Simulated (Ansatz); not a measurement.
Si3N4 in Ansatz: the effect of target pressure

Si3N4:

```
Si N
1.0
     4.13078    0.00000    0.00000
     0.00000    4.13078    0.00000
     0.00000    0.00000    4.13078
Si N
3 4
Direct
  0.00000 0.00000 0.50000
  0.50000 0.00000 0.00000
  0.00000 0.50000 0.00000
  0.23952 0.23952 0.76048
  0.76048 0.76048 0.76048
  0.23952 0.76048 0.23952
  0.76048 0.23952 0.23952
```

The cell was built by a generator and needn't be a form met in nature.

Alike in all runs:

- Program: Ansatz 0.2.0
- Task: relaxation of cell and atoms
- Functional: PBEsol
- Potentials or basis: Ansatz PAW
- Cutoff: 420 eV (not typed: the program's choice for these potentials)
- k mesh: 7 × 7 × 7
- Occupations: fermi-dirac, width 0.05 eV
- Spin: no spin polarisation

Each run relaxes the cell or the atoms first.

One run gave: relaxed volume 9.46 Å³/atom; gap on the mesh 2.60 eV. Which target pressure did it use?
A. 5 GPa
B. 0 GPa
C. 2 GPa
D. 30 GPa
E. 10 GPa

E.

```csv
target pressure,relaxed volume (Å³/atom),gap on the mesh (eV)
0 GPa,9.88,2.63
2 GPa,9.79,2.62
5 GPa,9.66,2.61
10 GPa,9.46,2.60
20 GPa,9.11,2.56
30 GPa,8.80,2.51
```

Caveats: odd divisions of the mesh miss points on the zone boundary, where band edges often lie, so the gap on the mesh can be too wide; the plane-wave basis is chosen anew once the cell has moved, so the energies of steps on either side of that aren't comparable; the PAW data sets come from PBE, with cores solved anew for the run's functional, which leaves a small shift of forces and pressure.

A k mesh can miss the band edges.

Runs at the PBE level aren't shown here.
